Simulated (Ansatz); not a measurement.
**Pt: strong compression**

The task here is to estimate one member of a computed series from the others.

Method: DFT PBE, with the methods named in each step, in Ansatz 0.2.0.

## The starting structure

The structure is cubic, space group Im-3m (No. 229). The conventional cell has a = 3.152 Å, b = 3.152 Å, c = 3.152 Å, α = 90.00°, β = 90.00°, γ = 90.00°. Pt (site symmetry m-3m) is surrounded by 8 Pt at 2.73 Å.

Structure file:

```
Pt
1.0
    -1.57611    1.57611    1.57611
     1.57611   -1.57611    1.57611
     1.57611    1.57611   -1.57611
Pt
1
Direct
  0.00000 0.00000 0.00000
```

Whether this phase is the stable one at these pressures isn't tested.

Set-up of the first run:

input.yaml

```yaml
crystal:
  lattice:
    - [-1.5761099088, 1.5761099088, 1.5761099088]
    - [1.5761099088, -1.5761099088, 1.5761099088]
    - [1.5761099088, 1.5761099088, -1.5761099088]
  atoms:
    - { symbol: Pt, position: [0.0, 0.0, 0.0] }
kpoints:
  mp_grid: { grid: [17, 17, 17] }
scf:
  occupations: { method: fermi_dirac, width: 0.08 }
hamiltonian:
  xc: pbe
  pseudopotentials: { kind: paw }
output:
  forces: true
  stress: true
relax:
  f_tol: 0.005
  max_steps: 40
  cell: {}
```

The run is started by

```
$ ansatz run input.yaml --threads 1 --pin off --max-ram 2048MiB --backend cpu --events-out ev --progress --plain --runs-dir out
```

Steps of the session up to this table: Cell relaxed at zero pressure, PAW; Volume scaled by 1, PAW; Volume scaled by 0.88, PAW; Volume scaled by 0.78, PAW; Volume scaled by 0.68, PAW; Volume scaled by 0.68, PAW (level accurate); Volume scaled by 0.58, PAW; Volume scaled by 0.5, PAW; Volume scaled by 0.43, PAW; Volume scaled by 0.43, PAW (cutoff 800 eV).

One of the session's tables, all rows but one given; the rest of the session is left out.

| method | volume over the first | volume (Å³/atom) | pressure (GPa) |
| --- | --- | --- | --- |
| PAW | 1 | 15.839 | -0.01 |
| PAW | 0.88 | 13.938 | 42.78 |
| PAW | 0.78 | 12.354 | 114.08 |
| PAW | 0.68 | 10.771 | 250.97 |
| PAW | 0.58 | 9.187 | 524.65 |
| PAW | 0.5 | 7.920 | 952.41 |
| PAW | 0.43 | 6.811 | 1648.53 |
| PAW (cutoff 800 eV) | 0.43 | 6.811 | 1648.14 |
| PAW (level accurate) | 0.68 | ? | ? |

Estimate the missing values for PAW (level accurate), 0.68.

**Answer.** volume (Å³/atom): 10.771; pressure (GPa): 251.59.

Caveats from the session: A fit over so wide a range leans to the high pressures, so B₀ can be off by several per cent. Spin-orbit coupling is left out, though the cell holds Pt; in elements this heavy it can shift bands and gaps by tenths of an eV.
